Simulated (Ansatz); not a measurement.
**generalised stacking fault on (111) (glide set) of a GaP-AlP solid solution (72 atoms): close-ups with forces and charges**

The cell holds 72 atoms: 18 Al, 36 P and 18 Ga. Cell: a = 6.683 Å, b = 11.576 Å, c = 19.176 Å, α = 90.0°, β = 85.0°, γ = 90.0°. It derives from GaP and AlP. Zinc-blende GaP (a = 5.4569 Å), cell with z along [111], 1 x 3 x 2 periods; the third cell vector is tilted by 0.250 of 1/2[11-2] and lengthened by 0.2 Å, so the cell holds one fault (glide set); displaced by a Gaussian of 0.01 Å; 18 of 36 Ga sites given to Al at random (lattice constant by Vegard's rule between GaP and AlP).

Computed with Ansatz 0.2.0: Kohn-Sham DFT, PBE, PAW (set soft_2), plane waves; cutoff 420 eV, k-mesh 2×1×1, gaussian smearing of 0.025 eV. Geometry: the geometry as built.

The whole cell was solved; only parts of it are printed.

The surroundings of Al11, which has 3 bonded neighbours where the commonest count for Al is 4, nearest first, numbered as they follow in the input and with coordinates relative to it.

```
atom      x      y      z  distance (Å)  bonds  Löwdin charge (e)     Fx     Fy  Fz (eV/Å)
Al11   0.00   0.00   0.00          0.00      3               0.44   1.53  -0.09       0.10
 P68  -0.55   1.93  -0.99          2.24      3              -0.17  -1.32  -0.01      -0.02
 P54  -0.53  -1.95  -0.97          2.24      3              -0.31  -1.43   0.12       0.07
 P12   0.00   0.00   2.37          2.37      4              -0.18  -0.10   0.02      -0.21
 P70   2.79  -0.01  -0.93          2.94      3              -0.20  -1.56   0.28      -0.28
Ga33   0.00   3.84   0.02          3.84      3               0.11   1.29   0.05       0.08
Al15  -3.33  -1.94   0.02          3.85      3               0.43   1.52  -0.12       0.04
Ga37  -3.34   1.93   0.02          3.85      3               0.11   1.30  -0.07       0.07
Al39  -1.13   1.93   3.15          3.86      4               0.41   0.18  -0.06       0.23
Ga17  -1.11  -1.93   3.16          3.86      4               0.07   0.01  -0.06       0.13
Ga37   3.35   1.93   0.02          3.86      3               0.11   1.30  -0.07       0.07
Ga13   2.22  -0.01   3.16          3.87      4               0.08   0.12   0.11      -0.12
Al15   3.36  -1.94   0.02          3.88      3               0.43   1.52  -0.12       0.04
 Al1   0.00  -3.88   0.00          3.88      3               0.44   1.57   0.23       0.24
Ga67  -0.55   1.92  -3.34          3.89      4               0.08  -0.13   0.16       0.05
Ga53  -0.56  -1.95  -3.33          3.90      4               0.08   0.06   0.35       0.14
 P70  -3.90  -0.01  -0.93          4.01      3              -0.20  -1.56   0.28      -0.28
 P48   0.56   0.00  -4.13          4.17      4              -0.09   0.13  -0.18       0.09
Ga69   2.80   0.00  -3.32          4.34      4               0.08  -0.13  -0.02       0.21
 P34   0.00   3.84   2.38          4.52      4              -0.27   0.03   0.10      -0.06
  P2   0.03  -3.86   2.37          4.53      4              -0.18  -0.30  -0.02      -0.15
 P38  -3.33   1.94   2.38          4.53      4              -0.18  -0.12  -0.18      -0.05
 P16   3.34  -1.94   2.37          4.53      4              -0.10   0.15   0.10      -0.07
 P16  -3.35  -1.94   2.37          4.54      4              -0.10   0.15   0.10      -0.07
 P38   3.35   1.94   2.38          4.54      4              -0.18  -0.12  -0.18      -0.05
```

A closer look about P70, which bears the longest force: 46 atoms, nearest first, numbered in the order of the input, with positions taken from that point.

```
atom      x      y      z  distance (Å)  bonds  Löwdin charge (e)     Fx     Fy  Fz (eV/Å)
 P70   0.00   0.00   0.00          0.00      3              -0.20  -1.56   0.28      -0.28
Al15   0.57  -1.93   0.96          2.22      3               0.43   1.52  -0.12       0.04
Ga37   0.56   1.94   0.96          2.24      3               0.11   1.30  -0.07       0.07
Ga69   0.01   0.01  -2.39          2.39      4               0.08  -0.13  -0.02       0.21
Al11  -2.79   0.01   0.93          2.94      3               0.44   1.53  -0.09       0.10
 P54  -3.32  -1.94  -0.04          3.84      3              -0.31  -1.43   0.12       0.07
 P56   0.00  -3.84  -0.05          3.84      3              -0.29  -1.46  -0.18       0.02
 P68  -3.33   1.94  -0.05          3.86      3              -0.17  -1.32  -0.01      -0.02
 P72   0.00   3.86  -0.03          3.86      3              -0.15  -1.39   0.14      -0.41
 P52   1.13  -1.92  -3.16          3.87      4              -0.17  -0.20   0.07      -0.50
 P16   0.55  -1.93   3.31          3.87      4              -0.10   0.15   0.10      -0.07
 P68   3.35   1.94  -0.05          3.87      3              -0.17  -1.32  -0.01      -0.02
 P54   3.37  -1.94  -0.04          3.88      3              -0.31  -1.43   0.12       0.07
 P38   0.57   1.95   3.31          3.88      4              -0.18  -0.12  -0.18      -0.05
 P66   1.11   1.93  -3.19          3.89      4              -0.09   0.14   0.07      -0.15
 P48  -2.23   0.01  -3.19          3.89      4              -0.09   0.13  -0.18       0.09
Al11   3.90   0.01   0.93          4.01      3               0.44   1.53  -0.09       0.10
Ga13  -0.56   0.00   4.10          4.14      4               0.08   0.12   0.11      -0.12
 P12  -2.78   0.01   3.31          4.32      4              -0.18  -0.10   0.02      -0.21
Al55   0.00  -3.84  -2.40          4.53      4               0.42   0.05  -0.19       0.06
Ga67  -3.33   1.93  -2.41          4.54      4               0.08  -0.13   0.16       0.05
Ga53   3.34  -1.94  -2.39          4.54      4               0.08   0.06   0.35       0.14
Ga53  -3.34  -1.94  -2.39          4.55      4               0.08   0.06   0.35       0.14
Ga67   3.35   1.93  -2.41          4.56      4               0.08  -0.13   0.16       0.05
Al71   0.02   3.89  -2.42          4.58      4               0.41  -0.23  -0.21       0.37
Ga33  -2.78   3.86   0.95          4.85      3               0.11   1.29   0.05       0.08
 Al1  -2.78  -3.87   0.93          4.86      3               0.44   1.57   0.23       0.24
 P12   3.90   0.01   3.31          5.11      4              -0.18  -0.10   0.02      -0.21
Al39   2.77   1.94   4.08          5.30      4               0.41   0.18  -0.06       0.23
Ga17   2.79  -1.92   4.09          5.31      4               0.07   0.01  -0.06       0.13
 P26  -2.23  -3.83  -3.18          5.46      4              -0.17   0.21  -0.26      -0.29
 P48   4.45   0.01  -3.19          5.48      4              -0.09   0.13  -0.18       0.09
 P62  -2.24   3.89  -3.20          5.51      4              -0.09   0.31  -0.23       0.06
Ga33   3.90   3.86   0.95          5.57      3               0.11   1.29   0.05       0.08
 Al1   3.90  -3.87   0.93          5.58      3               0.44   1.57   0.23       0.24
 Ga3  -0.56  -3.84   4.10          5.65      4               0.07   0.11  -0.05       0.17
Al35  -0.54   3.88   4.10          5.67      4               0.41  -0.17  -0.13       0.09
  P2  -2.76  -3.85   3.30          5.77      4              -0.18  -0.30  -0.02      -0.15
 P34  -2.78   3.86   3.31          5.79      4              -0.27   0.03   0.10      -0.06
 Ga5   0.57  -5.77   0.94          5.87      3               0.11   1.25  -0.06       0.24
 Ga5   0.57   5.81   0.94          5.91      3               0.11   1.25  -0.06       0.24
Ga17  -3.90  -1.92   4.09          5.97      4               0.07   0.01  -0.06       0.13
Al47  -2.23   0.00  -5.54          5.97      4               0.40   0.07   0.09      -0.06
Al39  -3.91   1.94   4.08          5.98      4               0.41   0.18  -0.06       0.23
Al51   1.12  -1.90  -5.57          5.99      4               0.41   0.02  -0.20       0.43
Ga65   1.13   1.93  -5.59          6.02      4               0.06  -0.15   0.12       0.40
```

A closer look about P50, whose charge lies farthest from its element's mean: 22 atoms, nearest first, numbered in the order of the input, with positions taken from that point.

```
atom      x      y      z  distance (Å)  bonds  Löwdin charge (e)     Fx     Fy  Fz (eV/Å)
 P50   0.00   0.00   0.00          0.00      4              -0.35  -0.10   0.04      -0.24
Al51   2.22   0.03   0.76          2.35      4               0.41   0.02  -0.20       0.43
Al25  -1.11  -1.93   0.76          2.36      4               0.40  -0.21   0.09       0.17
Al47  -1.12   1.92   0.78          2.36      4               0.40   0.07   0.09      -0.06
Al49  -0.01   0.01  -2.39          2.39      4               0.40   0.09  -0.19       0.18
 P24   3.33  -1.92  -0.02          3.84      4              -0.26   0.08   0.04       0.05
 P26  -1.13  -1.91   3.14          3.84      4              -0.17   0.21  -0.26      -0.29
 P28  -0.02  -3.85  -0.04          3.85      4              -0.18   0.16  -0.20       0.26
 P48  -1.13   1.94   3.13          3.85      4              -0.09   0.13  -0.18       0.09
 P44   1.11   1.93  -3.14          3.85      4              -0.19  -0.06   0.13      -0.35
 P46   3.34   1.94  -0.02          3.86      4              -0.26   0.17  -0.05      -0.10
 P64   0.00   3.86  -0.02          3.86      4              -0.09  -0.15  -0.02       0.05
 P24  -3.36  -1.92  -0.02          3.86      4              -0.26   0.08   0.04       0.05
 P46  -3.35   1.94  -0.02          3.87      4              -0.26   0.17  -0.05      -0.10
 P52   2.23   0.00   3.17          3.88      4              -0.17  -0.20   0.07      -0.50
 P20  -2.22   0.01  -3.18          3.88      4              -0.27  -0.22   0.00       0.05
 P22   1.11  -1.93  -3.19          3.89      4              -0.09  -0.12   0.10       0.07
Al55   1.10  -1.91   3.92          4.50      4               0.42   0.05  -0.19       0.06
Al29   2.22  -3.85   0.76          4.52      4               0.40  -0.17   0.12      -0.03
Ga65   2.23   3.86   0.74          4.52      4               0.06  -0.15   0.12       0.40
Ga23   3.32  -1.92  -2.39          4.52      4               0.06   0.16  -0.07      -0.01
Al45   3.33   1.94  -2.37          4.52      4               0.40   0.19  -0.03      -0.11
```

A closer look about Al39, picked at random: 46 atoms, nearest first, numbered in the order of the input, with positions taken from that point.

```
atom      x      y      z  distance (Å)  bonds  Löwdin charge (e)     Fx     Fy  Fz (eV/Å)
Al39   0.00   0.00   0.00          0.00      4               0.41   0.18  -0.06       0.23
 P38  -2.21   0.01  -0.77          2.34      4              -0.18  -0.12  -0.18      -0.05
 P34   1.13   1.92  -0.77          2.36      4              -0.27   0.03   0.10      -0.06
 P12   1.13  -1.93  -0.78          2.36      4              -0.18  -0.10   0.02      -0.21
 P40   0.02  -0.01   2.39          2.39      4              -0.26   0.13   0.13      -0.25
Ga37  -2.21   0.01  -3.13          3.83      3               0.11   1.30  -0.07       0.07
Al35  -3.32   1.94   0.01          3.84      4               0.41  -0.17  -0.13       0.09
Ga33   1.13   1.92  -3.14          3.85      3               0.11   1.29   0.05       0.08
Ga43  -1.09  -1.94   3.15          3.85      4               0.07  -0.15   0.00       0.35
Ga17   0.01  -3.86   0.00          3.86      4               0.07   0.01  -0.06       0.13
Ga13  -3.34  -1.94   0.01          3.86      4               0.08   0.12   0.11      -0.12
Al11   1.13  -1.93  -3.15          3.86      3               0.44   1.53  -0.09       0.10
 Al7   0.02   3.86   0.01          3.86      4               0.41  -0.09   0.01      -0.08
Al57  -1.12   1.91   3.17          3.86      4               0.41   0.21   0.16      -0.09
Ga13   3.35  -1.94   0.01          3.87      4               0.08   0.12   0.11      -0.12
Al35   3.37   1.94   0.01          3.89      4               0.41  -0.17  -0.13       0.09
Al41   2.27   0.00   3.17          3.90      4               0.41  -0.20  -0.12      -0.04
 P68   0.58   0.00  -4.14          4.18      3              -0.17  -1.32  -0.01      -0.02
 P14  -3.32  -1.94   2.36          4.51      4              -0.18   0.03   0.15       0.19
  P6  -2.24   3.86  -0.76          4.52      4              -0.18   0.41   0.15      -0.32
 P16  -2.22  -3.87  -0.78          4.53      4              -0.10   0.15   0.10      -0.07
  P8   0.01   3.86   2.37          4.53      4              -0.17   0.02  -0.26      -0.08
 P36  -3.33   1.93   2.39          4.53      4              -0.27  -0.02   0.04      -0.23
 P14   3.36  -1.94   2.36          4.54      4              -0.18   0.03   0.15       0.19
 P18   0.02  -3.86   2.39          4.54      4              -0.09   0.06  -0.11      -0.26
 P38   4.48   0.01  -0.77          4.54      4              -0.18  -0.12  -0.18      -0.05
 P36   3.35   1.93   2.39          4.55      4              -0.27  -0.02   0.04      -0.23
 P70  -2.77  -1.94  -4.08          5.30      3              -0.20  -1.56   0.28      -0.28
 P72  -2.77   1.93  -4.11          5.32      3              -0.15  -1.39   0.14      -0.41
Al41  -4.41   0.00   3.17          5.43      4               0.41  -0.20  -0.12      -0.04
Al15  -2.20  -3.86  -3.13          5.43      3               0.43   1.52  -0.12       0.04
 Ga5  -2.20   3.87  -3.15          5.45      3               0.11   1.25  -0.06       0.24
Ga37   4.47   0.01  -3.13          5.46      3               0.11   1.30  -0.07       0.07
Al19   2.24  -3.85   3.15          5.46      4               0.40   0.05   0.01       0.10
 Ga9   2.23   3.87   3.18          5.48      4               0.07   0.06   0.13       0.08
 P32   0.58   3.85  -4.12          5.67      3              -0.17  -1.40  -0.26      -0.18
 P54   0.59  -3.87  -4.12          5.69      3              -0.31  -1.43   0.12       0.07
 P34  -5.55   1.92  -0.77          5.93      4              -0.27   0.03   0.10      -0.06
 P12  -5.55  -1.93  -0.78          5.93      4              -0.18  -0.10   0.02      -0.21
  P6   4.45   3.86  -0.76          5.94      4              -0.18   0.41   0.15      -0.32
 P58  -1.10   1.94   5.52          5.95      4              -0.18   0.04  -0.24       0.04
  P2   1.15  -5.79  -0.78          5.95      4              -0.18  -0.30  -0.02      -0.15
  P2   1.15   5.79  -0.78          5.96      4              -0.18  -0.30  -0.02      -0.15
 P16   4.46  -3.87  -0.78          5.96      4              -0.10   0.15   0.10      -0.07
 P42   2.25   0.00   5.53          5.97      4              -0.26  -0.17  -0.14      -0.06
 P44  -1.09  -1.93   5.55          5.98      4              -0.19  -0.06   0.13      -0.35
```

Neighbours are counted within 2.68 Å (P-Al), 2.68 Å (P-Ga).

Length of the force by element and coordination:

```
element  coordination  atoms  mean length of the force (eV/Å)  spread  least   most
     Al           all     18                            0.463   0.498  0.107   1.60
     Al             3      3                             1.55  0.0365   1.52   1.60
     Al             4     15                            0.245   0.111  0.107  0.484
     Ga           all     18                            0.410   0.402  0.140   1.30
     Ga             3      3                             1.29  0.0115   1.27   1.30
     Ga             4     15                            0.234  0.0896  0.140  0.448
      P           all     36                            0.475   0.450  0.103   1.61
      P             3      6                             1.46  0.0852   1.32   1.61
      P             4     30                            0.279   0.105  0.103  0.541
```

Löwdin charges by element and coordination (they lack the spilled electrons, 0.029 e an atom on average):

```
element  coordination  atoms  mean charge (e)  spread   least     most
     Al           all     18            0.412  0.0123   0.401    0.441
     Al             3      3            0.438  0.0028   0.434    0.441
     Al             4     15            0.407  0.0046   0.401    0.417
     Ga           all     18           0.0767  0.0159   0.061    0.113
     Ga             3      3            0.109   0.003   0.106    0.113
     Ga             4     15           0.0702  0.0071   0.061   0.0814
      P           all     36           -0.187  0.0714  -0.351  -0.0858
      P             3      6           -0.214  0.0605  -0.308   -0.147
      P             4     30           -0.181  0.0721  -0.351  -0.0858
```

 The Löwdin charges lack the electrons that the projection spills, 0.029 e an atom on average.

[Long decimals in the printed logs are rounded to 6 places.]

[Logs are printed without paths, hosts, clocks, repeated set-up lines and the standing remarks that a program may print on its own settings, such as how far it seeks lower states.]

[Hosts, paths, dates, database ids (printed as entryN), source tags and the programs' standing remarks are cut or masked in the printed files.]
